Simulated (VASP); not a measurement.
# Na2S (Fm-3m) in VASP: single point with PBE

Aim: the single point of Na2S with PBE.

All numbers are computed with VASP 6.6.1; they aren't measurements. Logs are shortened: lines on timing, memory, paths and dates and some standing lists are left out, and cuts for length are marked.

## Step 1: The crystal as given

It takes space group Fm-3m (No. 225, cubic). Conventional cell: a = 6.498 Å, b = 6.498 Å, c = 6.498 Å, α = 90.00°, β = 90.00°, γ = 90.00°. Na (site symmetry -43m) has 4 S at 2.81 Å as nearest neighbours. Around S (site symmetry m-3m) lie 8 Na at 2.81 Å.

The cell comes from a database or a generator and needn't be the stable form of this composition.

## Step 2: Single point, PBE

INCAR

```
ALGO = Fast ; EDIFF = 1E-7
ENCUT = 520 ; GGA = PE
ISIF = 2 ; ISMEAR = 0
LASPH = True ; LCHARG = True
LELF = True ; LREAL = False
LVHAR = True ; LWAVE = False
NBANDS = 17 ; NELM = 100
PREC = Accurate ; SIGMA = 0.1
```

KPOINTS

```
k-points
0
Gamma
  4 4 4
```

POSCAR

```
Na2S
1.0
    0.0000000000      3.2491545700      3.2491545700
    3.2491545700      0.0000000000      3.2491545700
    3.2491545700      3.2491545700      0.0000000000
Na S
2 1
Direct
    0.2500000000      0.2500000000      0.2500000000
    0.7500000000      0.7500000000      0.7500000000
    0.0000000000      0.0000000000      0.0000000000
```

Potentials or basis: VASP PAW PBE potentials, release 64 (Na_pv, S).

Run with:

```bash
cat potpaw_PBE.64/Na_pv/POTCAR potpaw_PBE.64/S/POTCAR > POTCAR
mpirun -np 1 vasp_std > vasp.out
```

OUTCAR:

```text
EDIFF = 1E-7
   ENCUT = 520
   GGA = PE
   ISIF = 2
   ISMEAR = 0
   LASPH = True
   LREAL = False
   NELM = 100
   PREC = Accurate

 ion  position               nearest neighbor table
   1  0.250  0.250  0.250-
   2  0.750  0.750  0.750-
   3  0.000  0.000  0.000-

  LATTYP: Found a face centered cubic cell.
 ALAT       =     6.4983091400

  Lattice vectors:

 A1 = (   0.0000000000,   3.2491545700,   3.2491545700)
 A2 = (   3.2491545700,   0.0000000000,   3.2491545700)
 A3 = (   3.2491545700,   3.2491545700,   0.0000000000)

Analysis of symmetry for initial positions (statically):
=====================================================================
 Subroutine PRICEL returns:
 Original cell was already a primitive cell.

 Routine SETGRP: Setting up the symmetry group for a
 face centered cubic supercell.

 Subroutine GETGRP returns: Found 48 space group operations
 (whereof 48 operations were pure point group operations)
 out of a pool of 48 trial point group operations.

The static configuration has the point symmetry O_h .

Analysis of symmetry for dynamics (positions and initial velocities):
=====================================================================
 Subroutine PRICEL returns:
 Original cell was already a primitive cell.

 Routine SETGRP: Setting up the symmetry group for a
 face centered cubic supercell.

 Subroutine GETGRP returns: Found 48 space group operations
 (whereof 48 operations were pure point group operations)
 out of a pool of 48 trial point group operations.

The dynamic configuration has the point symmetry O_h .

 Subroutine INISYM returns: Found 48 space group operations
 (whereof 48 operations are pure point group operations),
 and found     1 'primitive' translations

----------------------------------------------------------------------------------------

                                     Primitive cell

  volume of cell :      68.6027

  direct lattice vectors                    reciprocal lattice vectors
     0.000000000  3.249154570  3.249154570    -0.153886185  0.153886185  0.153886185
     3.249154570  0.000000000  3.249154570     0.153886185 -0.153886185  0.153886185
     3.249154570  3.249154570  0.000000000     0.153886185  0.153886185 -0.153886185

  length of vectors
     4.594998459  4.594998459  4.594998459     0.266538690  0.266538690  0.266538690

  position of ions in fractional coordinates (direct lattice)
     0.250000000  0.250000000  0.250000000
     0.750000000  0.750000000  0.750000000
     0.000000000  0.000000000  0.000000000

  ion indices of the primitive-cell ions
   primitive index   ion index
                 1           1
                 2           2
                 3           3

----------------------------------------------------------------------------------------

 KPOINTS: k-points

Automatic generation of k-mesh.
 Grid dimensions read from file:
 generate k-points for:    4    4    4

 Generating k-lattice:

  Cartesian coordinates                     Fractional coordinates (reciprocal lattice)
    -0.038471546  0.038471546  0.038471546     0.250000000  0.000000000  0.000000000
     0.038471546 -0.038471546  0.038471546     0.000000000  0.250000000  0.000000000
     0.038471546  0.038471546 -0.038471546     0.000000000  0.000000000  0.250000000

  Length of vectors
     0.066634673  0.066634673  0.066634673

  Shift w.r.t. Gamma in fractional coordinates (k-lattice)
     0.000000000  0.000000000  0.000000000

 Subroutine IBZKPT returns following result:
 ===========================================

 Found      8 irreducible k-points:

 Following reciprocal coordinates:
            Coordinates               Weight
  0.000000  0.000000  0.000000      1.000000
  0.250000  0.000000  0.000000      8.000000
  0.500000  0.000000  0.000000      4.000000
  0.250000  0.250000  0.000000      6.000000
  0.500000  0.250000  0.000000     24.000000
 -0.250000  0.250000  0.000000     12.000000
  0.500000  0.500000  0.000000      3.000000
 -0.250000  0.500000  0.250000      6.000000
   k-points           NKPTS =      8   k-points in BZ     NKDIM =      8   number of bands    NBANDS=     17
   number of dos      NEDOS =    301   number of ions     NIONS =      3
   total plane-waves  NPLWV =  46656
   dimension x,y,z NGX =    36 NGY =   36 NGZ =   36
   dimension x,y,z NGXF=    72 NGYF=   72 NGZF=   72
   ions per type =               2   1
   NGX,Y,Z   is equivalent  to a cutoff of  13.02, 13.02, 13.02 a.u.
   NGXF,Y,Z  is equivalent  to a cutoff of  26.05, 26.05, 26.05 a.u.
 SYSTEM =  unknown system
   PREC   = accura    normal or accurate (medium, high low for compatibility)
   ISTART =      0    job   : 0-new  1-cont  2-samecut
   ICHARG =      2    charge: 1-file 2-atom 10-const
   ISPIN  =      1    spin polarized calculation?
   LNONCOLLINEAR =      F non collinear calculations
   LSORBIT =      F    spin-orbit coupling
   LASPH  =      T    aspherical Exc in radial PAW
   ENCUT  =  520.0 eV  38.22 Ry    6.18 a.u.   8.54  8.54  8.54*2*pi/ulx,y,z
   NELM   =    100;   NELMIN=  2; NELMDL= -5     # of ELM steps
   EDIFF  = 0.1E-06   stopping-criterion for ELM
   LREAL  =      F    real-space projection
   EDIFFG = 0.1E-05   stopping-criterion for IOM
   NSW    =      0    number of steps for IOM
   IBRION =     -1    ionic relax: 0-MD 1-quasi-New 2-CG
   NFREE  =      0    steps in history (QN), initial steepest desc. (CG)
   ISIF   =      2    stress and relaxation
   ISYM   =      2    0-nonsym 1-usesym 2-fastsym
   POTIM  = 0.5000    time-step for ionic-motion
   TEBEG  =    0.0;   TEEND  =   0.0 temperature during run
   PSTRESS=    0.0 pullay stress
   NELECT =      20.0000    total number of electrons
   NUPDOWN=      -1.0000    fix difference up-down
   EMIN   =  10.00;   EMAX   =-10.00  energy-range for DOS
   EFERMI =   0.00;   METHOD = LEGACY
   ISMEAR =     0;   SIGMA  =   0.10  broadening in eV -4-tet -1-fermi 0-gaus
   EFERMI_NEDOS =   21; number of points for ismear=-14 and -15
   IALGO  =     68    algorithm
   IMIX   =      4    mixing-type and parameters
     AMIX     =   0.40;   BMIX     =  1.00
     AMIX_MAG =   1.60;   BMIX_MAG =  1.00
  volume/ion in A,a.u.               =      22.87       154.32
  Fermi-wavevector in a.u.,A,eV,Ry     =   1.085520  2.051335 16.032472  1.178353
  Thomas-Fermi vector in A             =   2.221635
   LORBIT       =      0    0 simple, 1 ext, 2 COOP (PROOUT), +10 PAW based schemes
   GGA     = PE    functional components
   LHFCALC =     F    Hartree Fock is set to
   AEXX    =    0.0000 exact exchange contribution
   IVDW    =     0    specifies the selected vdW correction
   LEPSILON=     F    determine dielectric tensor
   LRPA    =     F    only Hartree local field effects (RPA)
 non-spin polarized calculation
 RMM-DIIS sequential band-by-band and
 Gauss-broadening in eV      SIGMA  =   0.10
  energy-cutoff  :      520.00
  volume of cell :       68.60
 maximum number of plane-waves:      1859
 NGX is ok and might be reduce to    36
   NGX = 17   NGY = 17   NGZ = 17

 number of electron      19.9999984 magnetization

 Free energy of the ion-electron system (eV)
  ---------------------------------------------------
  ext. energy  EPLUGINS =         0.00000000
  ---------------------------------------------------
  free energy    TOTEN  =        -9.96530673 eV

  energy without entropy =       -9.96530673  energy(sigma->0) =       -9.96530673

 E-fermi :   0.8211     XC(G=0):  -7.8945

 val. band max:        0.2776764332   @ k =   0.0000   0.0000   0.0000
 cond. band min:       2.8261338274   @ k =   0.0000   0.0000   0.0000
 fundamental gap:      2.5484573942
 Fermi energy:         0.8211351525

 k-point     1 :       0.0000    0.0000    0.0000
  band No.  band energies     occupation
      1     -21.9291      2.00000
      2     -21.9291      2.00000
      3     -21.9291      2.00000
      4     -21.8721      2.00000
      5     -21.8721      2.00000
      6     -21.8721      2.00000
[... 9 lines left out ...]
     16       9.6769      0.00000
     17      11.6043      0.00000

 k-point     2 :       0.2500    0.0000    0.0000
  band No.  band energies     occupation
      1     -21.9237      2.00000
      2     -21.9213      2.00000
      3     -21.9213      2.00000
      4     -21.8843      2.00000
      5     -21.8809      2.00000
      6     -21.8809      2.00000
[... 9 lines left out ...]
     16       9.4858      0.00000
     17      10.7030      0.00000

 k-point     3 :       0.5000    0.0000    0.0000
  band No.  band energies     occupation
      1     -21.9103      2.00000
      2     -21.9045      2.00000
      3     -21.9025      2.00000
      4     -21.9025      2.00000
      5     -21.9007      2.00000
      6     -21.9007      2.00000
[... 9 lines left out ...]
     16      11.7617      0.00000
     17      11.7687      0.00000

 k-point     4 :       0.2500    0.2500    0.0000
  band No.  band energies     occupation
      1     -21.9351      2.00000
      2     -21.9351      2.00000
      3     -21.9149      2.00000
      4     -21.8934      2.00000
      5     -21.8682      2.00000
      6     -21.8682      2.00000
[... 9 lines left out ...]
     16      10.5027      0.00000
     17      12.8660      0.00000

 k-point     5 :       0.5000    0.2500    0.0000
  band No.  band energies     occupation
      1     -21.9413      2.00000
      2     -21.9310      2.00000
      3     -21.9293      2.00000
      4     -21.8766      2.00000
      5     -21.8750      2.00000
      6     -21.8702      2.00000
[... 9 lines left out ...]
     16      11.8637      0.00000
     17      12.4747      0.00000

 k-point     6 :      -0.2500    0.2500    0.0000
  band No.  band energies     occupation
      1     -21.9424      2.00000
      2     -21.9111      2.00000
      3     -21.9065      2.00000
      4     -21.8996      2.00000
      5     -21.8967      2.00000
      6     -21.8645      2.00000
[... 9 lines left out ...]
     16      11.3061      0.00000
     17      12.3547      0.00000

 k-point     7 :       0.5000    0.5000    0.0000
  band No.  band energies     occupation
      1     -21.9573      2.00000
      2     -21.9411      2.00000
      3     -21.9411      2.00000
      4     -21.8644      2.00000
      5     -21.8644      2.00000
      6     -21.8574      2.00000
[... 9 lines left out ...]
     16      12.1561      0.00000
     17      12.4872      0.00000

 k-point     8 :      -0.2500    0.5000    0.2500
  band No.  band energies     occupation
      1     -21.9521      2.00000
      2     -21.9464      2.00000
      3     -21.9029      2.00000
      4     -21.9029      2.00000
      5     -21.8613      2.00000
      6     -21.8605      2.00000
[... 9 lines left out ...]
     16      10.9827      0.00000
     17      12.4072      0.00000

------------------------ aborting loop because EDIFF is reached ----------------------------------------

  FORCE on cell =-STRESS in cart. coord.  units (eV):
  Direction    XX          YY          ZZ          XY          YZ          ZX
  --------------------------------------------------------------------------------------
  -------------------------------------------------------------------------------------
  Total        0.4252218      0.4252218      0.4252218      0.0000000      0.0000000     -0.0000000
  in kB        9.9308175      9.9308175      9.9308175      0.0000000      0.0000000     -0.0000000
  external PRESSURE =       9.9308175 kB  Pullay stress =       0.0000000 kB

 VOLUME and BASIS-vectors are now :
 -----------------------------------------------------------------------------
  energy-cutoff  :      520.00
  volume of cell :       68.60
      direct lattice vectors                 reciprocal lattice vectors
     0.000000000  3.249154570  3.249154570    -0.153886185  0.153886185  0.153886185
     3.249154570  0.000000000  3.249154570     0.153886185 -0.153886185  0.153886185
     3.249154570  3.249154570  0.000000000     0.153886185  0.153886185 -0.153886185

 POSITION                                       TOTAL-FORCE (eV/Angst)
 -----------------------------------------------------------------------------------
      1.62458      1.62458      1.62458         0.000000      0.000000      0.000000
      4.87373      4.87373      4.87373         0.000000      0.000000     -0.000000
      0.00000      0.00000      0.00000        -0.000000     -0.000000     -0.000000
 -----------------------------------------------------------------------------------
    total drift:                                0.000000      0.000000      0.000000

  FREE ENERGIE OF THE ION-ELECTRON SYSTEM (eV)
  ---------------------------------------------------
  free  energy   TOTEN  =        -9.9653067329 eV

  energy  without entropy=       -9.9653067329  energy(sigma->0) =       -9.96530673
```

It took 16 s on 1 thread of Intel Xeon Platinum 8488C (Sapphire Rapids), shared host; peak memory 0.18 GiB.

What came out:

| Quantity | Value |
| --- | --- |
| Free energy | -9.9653 eV |
| Pressure | 1.0 GPa |
| Band gap on the k mesh | 2.55 eV, direct |
